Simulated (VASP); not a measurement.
# KCl (P1) in VASP: a series of runs

The runs below take KCl through relaxation of cell and atoms, with PBE, PBEsol.

All numbers are computed with VASP 6.6.1; they aren't measurements. Logs are shortened: lines on timing, memory, paths and dates and some standing lists are left out, and cuts for length are marked.

## 1. The cell of the first run

The typed cell holds 4 atoms: a = 3.839 Å, b = 5.429 Å, c = 5.429 Å, α = 90.00°, β = 90.00°, γ = 90.00°.

The cell comes from a database or a generator and needn't be the stable form of this composition.

## 2. Relaxation of cell and atoms, PBE (atom 2 moved 0.30 Å)

INCAR reads:

```
PREC = Accurate ; ENCUT = 600
EDIFF = 1E-7 ; ISMEAR = 0
SIGMA = 0.05 ; LREAL = False
LASPH = True ; NELM = 80
ALGO = Fast ; ISIF = 3
LWAVE = False ; LCHARG = False
GGA = PE ; IBRION = 2
NSW = 40 ; EDIFFG = -0.01
```

KPOINTS reads:

```
regular mesh
0
Gamma
  7 5 5
```

POSCAR reads:

```
KCl
1.0
   -3.8391960000      0.0000000000      0.0000000000
    0.0000000000      3.8391960000      3.8391960000
    0.0000000000      3.8391960000     -3.8391960000
K Cl
2 2
Direct
    0.0102873900      0.0021572700      0.9884567900
    0.9691378200      0.4935281900      0.5346296300
    0.5102873900      0.5021572700      0.9884567900
    0.5102873900      0.0021572700      0.4884567900
```

Potentials or basis: VASP PAW PBE potentials, release 64 (K_sv, Cl).

Launch:

```sh
cat potpaw_PBE.64/K_sv/POTCAR potpaw_PBE.64/Cl/POTCAR > POTCAR
mpirun -np 1 vasp_std > vasp.out
```

OUTCAR:

```text
PREC = Accurate
   ENCUT = 600
   EDIFF = 1E-7
   ISMEAR = 0
   LREAL = False
   LASPH = True
   NELM = 80
   ISIF = 3
   GGA = PE
   IBRION = 2
   NSW = 40
   EDIFFG = -0.01

 ion  position               nearest neighbor table
   1  0.010  0.002  0.988-   2 3.64   2 3.70
   2  0.969  0.494  0.535-   3 3.03   4 3.21   3 3.22   1 3.64   1 3.70
   3  0.510  0.502  0.988-   2 3.03   2 3.22
   4  0.510  0.002  0.488-   2 3.21

  LATTYP: Found a simple tetragonal cell.
 ALAT       =     5.4294430518
 C/A-ratio  =     0.7071067812

  Lattice vectors:

 A1 = (   0.0000000000,   3.8391960000,   3.8391960000)
 A2 = (   0.0000000000,   3.8391960000,  -3.8391960000)
 A3 = (  -3.8391960000,   0.0000000000,   0.0000000000)

Analysis of symmetry for initial positions (statically):
=====================================================================
 Subroutine PRICEL returns:
 Original cell was already a primitive cell.

 Routine SETGRP: Setting up the symmetry group for a
 simple tetragonal supercell.

 Subroutine GETGRP returns: Found  1 space group operations
 (whereof  1 operations were pure point group operations)
 out of a pool of 16 trial point group operations.

The static configuration has the point symmetry C_1 .

Analysis of symmetry for dynamics (positions and initial velocities):
=====================================================================
 Subroutine PRICEL returns:
 Original cell was already a primitive cell.

 Routine SETGRP: Setting up the symmetry group for a
 simple tetragonal supercell.

 Subroutine GETGRP returns: Found  1 space group operations
 (whereof  1 operations were pure point group operations)
 out of a pool of 16 trial point group operations.

The dynamic configuration has the point symmetry C_1 .

 Subroutine INISYM returns: Found  1 space group operations
 (whereof  1 operations are pure point group operations),
 and found     1 'primitive' translations

----------------------------------------------------------------------------------------

                                     Primitive cell

  volume of cell :     113.1751

  direct lattice vectors                    reciprocal lattice vectors
    -3.839196000  0.000000000  0.000000000    -0.260471203  0.000000000  0.000000000
     0.000000000  3.839196000  3.839196000     0.000000000  0.130235601  0.130235601
     0.000000000  3.839196000 -3.839196000     0.000000000  0.130235601 -0.130235601

  length of vectors
     3.839196000  5.429443052  5.429443052     0.260471203  0.184180954  0.184180954

  position of ions in fractional coordinates (direct lattice)
     0.010287390  0.002157270  0.988456790
     0.969137820  0.493528190  0.534629630
     0.510287390  0.502157270  0.988456790
     0.510287390  0.002157270  0.488456790

  ion indices of the primitive-cell ions
   primitive index   ion index
                 1           1
                 2           2
                 3           3
                 4           4

----------------------------------------------------------------------------------------

 KPOINTS: regular mesh

Automatic generation of k-mesh.
 Grid dimensions read from file:
 generate k-points for:    7    5    5

 Generating k-lattice:

  Cartesian coordinates                     Fractional coordinates (reciprocal lattice)
    -0.037210172  0.000000000  0.000000000     0.142857143  0.000000000  0.000000000
     0.000000000  0.026047120  0.026047120     0.000000000  0.200000000  0.000000000
     0.000000000  0.026047120 -0.026047120     0.000000000  0.000000000  0.200000000

  Length of vectors
     0.037210172  0.036836191  0.036836191

  Shift w.r.t. Gamma in fractional coordinates (k-lattice)
     0.000000000  0.000000000  0.000000000

 Subroutine IBZKPT returns following result:
 ===========================================

 Found     88 irreducible k-points:

 Following reciprocal coordinates:
            Coordinates               Weight
  0.000000  0.000000  0.000000      1.000000
  0.142857  0.000000  0.000000      2.000000
  0.285714  0.000000  0.000000      2.000000
  0.428571  0.000000  0.000000      2.000000
  0.000000  0.200000  0.000000      2.000000
  0.000000  0.000000  0.200000      2.000000
[... 16 lines left out ...]
  0.142857 -0.400000  0.000000      2.000000
  0.142857  0.000000 -0.400000      2.000000
 [... further k-points ...]
   k-points           NKPTS =     88   k-points in BZ     NKDIM =     88   number of bands    NBANDS=     20
   number of dos      NEDOS =    301   number of ions     NIONS =      4
   total plane-waves  NPLWV =  73728
   dimension x,y,z NGX =    32 NGY =   48 NGZ =   48
   dimension x,y,z NGXF=    64 NGYF=   96 NGZF=   96
   ions per type =               2   2
   NGX,Y,Z   is equivalent  to a cutoff of  13.86, 14.70, 14.70 a.u.
   NGXF,Y,Z  is equivalent  to a cutoff of  27.71, 29.39, 29.39 a.u.
 SYSTEM =  unknown system
   PREC   = accura    normal or accurate (medium, high low for compatibility)
   ISTART =      0    job   : 0-new  1-cont  2-samecut
   ICHARG =      2    charge: 1-file 2-atom 10-const
   ISPIN  =      1    spin polarized calculation?
   LNONCOLLINEAR =      F non collinear calculations
   LSORBIT =      F    spin-orbit coupling
   LASPH  =      T    aspherical Exc in radial PAW
   ENCUT  =  600.0 eV  44.10 Ry    6.64 a.u.   7.67 10.84 10.84*2*pi/ulx,y,z
   NELM   =     80;   NELMIN=  2; NELMDL= -5     # of ELM steps
   EDIFF  = 0.1E-06   stopping-criterion for ELM
   LREAL  =      F    real-space projection
   EDIFFG = -.1E-01   stopping-criterion for IOM
   NSW    =     40    number of steps for IOM
   IBRION =      2    ionic relax: 0-MD 1-quasi-New 2-CG
   NFREE  =      1    steps in history (QN), initial steepest desc. (CG)
   ISIF   =      3    stress and relaxation
   ISYM   =      2    0-nonsym 1-usesym 2-fastsym
   POTIM  = 0.5000    time-step for ionic-motion
   TEBEG  =    0.0;   TEEND  =   0.0 temperature during run
   PSTRESS=    0.0 pullay stress
   NELECT =      32.0000    total number of electrons
   NUPDOWN=      -1.0000    fix difference up-down
   EMIN   =  10.00;   EMAX   =-10.00  energy-range for DOS
   EFERMI =   0.00;   METHOD = LEGACY
   ISMEAR =     0;   SIGMA  =   0.05  broadening in eV -4-tet -1-fermi 0-gaus
   EFERMI_NEDOS =   21; number of points for ismear=-14 and -15
   IALGO  =     68    algorithm
   IMIX   =      4    mixing-type and parameters
     AMIX     =   0.40;   BMIX     =  1.00
     AMIX_MAG =   1.60;   BMIX_MAG =  1.00
  volume/ion in A,a.u.               =      28.29       190.94
  Fermi-wavevector in a.u.,A,eV,Ry     =   1.074504  2.030517 15.708715  1.154558
  Thomas-Fermi vector in A             =   2.210334
   LORBIT       =      0    0 simple, 1 ext, 2 COOP (PROOUT), +10 PAW based schemes
   GGA     = PE    functional components
   LHFCALC =     F    Hartree Fock is set to
   AEXX    =    0.0000 exact exchange contribution
   IVDW    =     0    specifies the selected vdW correction
   LEPSILON=     F    determine dielectric tensor
   LRPA    =     F    only Hartree local field effects (RPA)
 conjugate gradient relaxation of ions
 non-spin polarized calculation
 RMM-DIIS sequential band-by-band and
 Gauss-broadening in eV      SIGMA  =   0.05
  energy-cutoff  :      600.00
  volume of cell :      113.18
 maximum number of plane-waves:      3790
   NGX = 15   NGY = 21   NGZ = 21

--------------------------------------- Ionic step        1  -------------------------------------------

 number of electron      32.0000000 magnetization

 Free energy of the ion-electron system (eV)
  ---------------------------------------------------
  ext. energy  EPLUGINS =         0.00000000
  ---------------------------------------------------
  free energy    TOTEN  =       -13.26112411 eV

  energy without entropy =      -13.26112411  energy(sigma->0) =      -13.26112411

------------------------ aborting loop because EDIFF is reached ----------------------------------------

  FORCE on cell =-STRESS in cart. coord.  units (eV):
  Direction    XX          YY          ZZ          XY          YZ          ZX
  --------------------------------------------------------------------------------------
  -------------------------------------------------------------------------------------
  Total        0.2116788      0.2052030      0.2274987      0.1044201     -0.1047117     -0.1406493
  in kB        2.9966570      2.9049822      3.2206139      1.4782357     -1.4823647     -1.9911194
  external PRESSURE =       3.0407510 kB  Pullay stress =       0.0000000 kB
[... 95 lines left out ...]
  FREE ENERGIE OF THE ION-ELECTRON SYSTEM (eV)
  ---------------------------------------------------
  free  energy   TOTEN  =       -13.2887894923 eV

  energy  without entropy=      -13.2887894923  energy(sigma->0) =      -13.28878949

[... ionic steps 4 to 17 ...]

--------------------------------------- Ionic step       18  -------------------------------------------

 number of electron      32.0000003 magnetization

------------------------ aborting loop because EDIFF is reached ----------------------------------------

  FORCE on cell =-STRESS in cart. coord.  units (eV):
  Direction    XX          YY          ZZ          XY          YZ          ZX
  --------------------------------------------------------------------------------------
  -------------------------------------------------------------------------------------
  Total       -0.0067979     -0.0049913     -0.0096560      0.0095318     -0.0092730     -0.0133244
  in kB       -0.0961791     -0.0706189     -0.1366180      0.1348596     -0.1311989     -0.1885189
  external PRESSURE =      -0.1011387 kB  Pullay stress =       0.0000000 kB
[... 61 lines left out ...]
  energy  without entropy=      -13.3115364891  energy(sigma->0) =      -13.31153649

--------------------------------------- Ionic step       20  -------------------------------------------

 number of electron      32.0000003 magnetization

 Free energy of the ion-electron system (eV)
  ---------------------------------------------------
  ext. energy  EPLUGINS =         0.00000000
  ---------------------------------------------------
  free energy    TOTEN  =       -13.31160711 eV

  energy without entropy =      -13.31160711  energy(sigma->0) =      -13.31160711

 E-fermi :  -0.5193     XC(G=0):  -8.0711

 val. band max:       -0.8332161913   @ k =   0.0000   0.0000   0.0000
 cond. band min:       3.9635582056   @ k =   0.0000   0.0000   0.0000
 fundamental gap:      4.7967743968
 Fermi energy:        -0.5193375623

 k-point     1 :       0.0000    0.0000    0.0000
  band No.  band energies     occupation
      1     -28.8966      2.00000
      2     -28.8601      2.00000
      3     -13.3992      2.00000
      4     -13.1376      2.00000
      5     -12.5041      2.00000
      6     -12.5025      2.00000
[... 12 lines left out ...]
     19       5.7347      0.00000
[... 513 lines left out ...]
      4     -13.3527      2.00000
      5     -12.4201      2.00000
      6     -12.3533      2.00000
[... 12 lines left out ...]
     19       6.7840      0.00000
     20       7.0402      0.00000

 [... further k-points ...]
[... 5 lines left out ...]
  --------------------------------------------------------------------------------------
  -------------------------------------------------------------------------------------
  Total       -0.0002551      0.0077202     -0.0099892      0.0066425     -0.0065819     -0.0076817
  in kB       -0.0036111      0.1092885     -0.1414086      0.0940324     -0.0931743     -0.1087432
  external PRESSURE =      -0.0119104 kB  Pullay stress =       0.0000000 kB
[... 19 lines left out ...]
  FREE ENERGIE OF THE ION-ELECTRON SYSTEM (eV)
  ---------------------------------------------------
  free  energy   TOTEN  =       -13.3116071105 eV

  energy  without entropy=      -13.3116071105  energy(sigma->0) =      -13.31160711

 reached required accuracy - stopping structural energy minimisation
```

It took 51 min on 1 thread of Intel Xeon Platinum 8488C (Sapphire Rapids), shared host; peak memory 0.43 GiB.

What came out:

```yaml
Free_energy: -13.3116 eV
Energy_gained_by_relaxing: 12.6 meV/atom
Ionic_steps: 20
Pressure_after_relaxing: 0.0 GPa
Largest_force_after_relaxing: 0.009 eV/Å
Band_gap_on_the_k_mesh: 4.80 eV, direct
```

Forces in eV/Å, atoms in the order of the input:
```
K    0.004  0.004 -0.006
K   -0.003 -0.004  0.005
Cl   0.000 -0.007  0.005
Cl  -0.001  0.006 -0.004
```

Step by step:
```tsv
step	energy change (eV)	largest force (eV/Å)	pressure (GPa)	volume (Å³)
1	0.0000	0.3789	0.30	113.18
2	-0.0110	0.3189	0.09	114.06
3	-0.0277	0.1779	-0.42	116.72
4	-0.0287	0.1483	-0.55	117.47
5	-0.0396	0.1116	-0.27	115.35
6	-0.0448	0.0594	0.19	112.38
7	-0.0449	0.0621	0.15	112.65
8	-0.0467	0.0466	0.08	112.96
9	-0.0482	0.0385	-0.09	113.88
10	-0.0483	0.0332	-0.06	113.69
11	-0.0491	0.0296	0.00	113.27
12	-0.0491	0.0275	0.17	112.21
13	-0.0494	0.0268	0.08	112.73
14	-0.0500	0.0208	0.00	113.21
15	-0.0500	0.0194	-0.04	113.43
16	-0.0502	0.0157	0.00	113.21
17	-0.0503	0.0125	0.03	112.99
18	-0.0504	0.0111	-0.01	113.24
19	-0.0504	0.0109	-0.03	113.36
20	-0.0505	0.0085	0.00	113.18
```

Final structure:
```yaml
crystal:
  lattice:
    - [-3.83919, 0.00405, -0.00473]
    - [0.00060, 3.84218, 3.84449]
    - [-0.00873, 3.83414, -3.83629]
  atoms:
    - { symbol: K, position: [0.00164, 0.00014, 0.99918] }
    - { symbol: K, position: [0.99850, 0.49986, 0.50078] }
    - { symbol: Cl, position: [0.50001, 0.50012, 0.00076] }
    - { symbol: Cl, position: [0.49986, 0.99988, 0.49929] }
```

Caveat: an odd mesh through Γ misses points on the zone boundary, where band edges often lie.

(Continued in part 2 of 2.)
